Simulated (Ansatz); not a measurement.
## Relaxation of InSe

Computed with DFT PBEsol, scalar-relativistic, plane waves, PAW in Ansatz 0.2.0. Run with 420 eV cutoff, 12×12×12 k-mesh, Gaussian smearing of 0.10 eV, no spin polarisation.

What was changed in YSe: Y → In on all its sites, cell and atoms relaxed.

A cell with an odd number of electrons and no spin polarisation is a metal by construction and may be lower with spin.

Command:

```bash
ansatz run input.yaml --threads 1 --pin off --max-ram 2560MiB --backend cpu --events-out ev --progress --plain --runs-dir out
```

Input:

```yaml
crystal:
  lattice:
    - [0.0, 2.9082433716, 2.9082433716]
    - [2.9082433716, 0.0, 2.9082433716]
    - [2.9082433716, 2.9082433716, 0.0]
  atoms:
    - { symbol: In, position: [0.0, 0.0, 0.0] }
    - { symbol: Se, position: [0.5, 0.5, 0.5] }
basis:
  ecutwfc: 420
kpoints:
  mp_grid: { grid: [12, 12, 12] }
hamiltonian:
  xc: pbesol
scf:
  occupations: { method: gaussian, width: 0.1 }
output:
  forces: true
  stress: true
  eigenvalues: true
relax:
  adjacent_minimum: "off"
  f_tol: 0.01
  max_steps: 60
  cell: { stress_tol: 0.1 }
```

F is the free energy. Steps run on the plane waves of an earlier cell, but the last one, and at times one on the way, on a freshly chosen basis, so a repeated geometry can differ a little in energy.

Steps:

| step | F − F(1) (eV) | largest force component (eV/Å) | V (Å³/atom) | P (GPa) |
| --- | --- | --- | --- | --- |
| 1 | 0.0000 | 0.000 | 24.598 | -0.22 |
| 2 | -0.0001 | 0.000 | 24.456 | 0.12 |
| 3 | -0.0002 | 0.000 | 24.506 | 0.00 |
| 4 | -0.0001 | 0.000 | 24.506 | 0.00 |

Relaxed structure:

```cif
data_structure
_symmetry_space_group_name_H-M 'P 1'
_symmetry_Int_Tables_number 1
_cell_length_a 4.1078
_cell_length_b 4.1078
_cell_length_c 4.1078
_cell_angle_alpha 60.000
_cell_angle_beta 60.000
_cell_angle_gamma 60.000
_cell_volume 49.01
loop_
_atom_site_label
_atom_site_type_symbol
_atom_site_fract_x
_atom_site_fract_y
_atom_site_fract_z
_atom_site_occupancy
In1 In 0.00000 0.00000 0.00000 1
Se1 Se 0.50000 0.50000 0.50000 1
```

The structure is cubic, space group Fm-3m (No. 225). Conventional cell: a = 5.809 Å, b = 5.809 Å, c = 5.809 Å, α = 90.00°, β = 90.00°, γ = 90.00°. In (site symmetry m-3m) is surrounded by 6 Se at 2.90 Å. Around Se (site symmetry m-3m) lie 6 In at 2.90 Å.

The run converged. The run took 25 s on 1 thread of Arm Neoverse N1, with other jobs on the host, peak memory 0.37 GiB.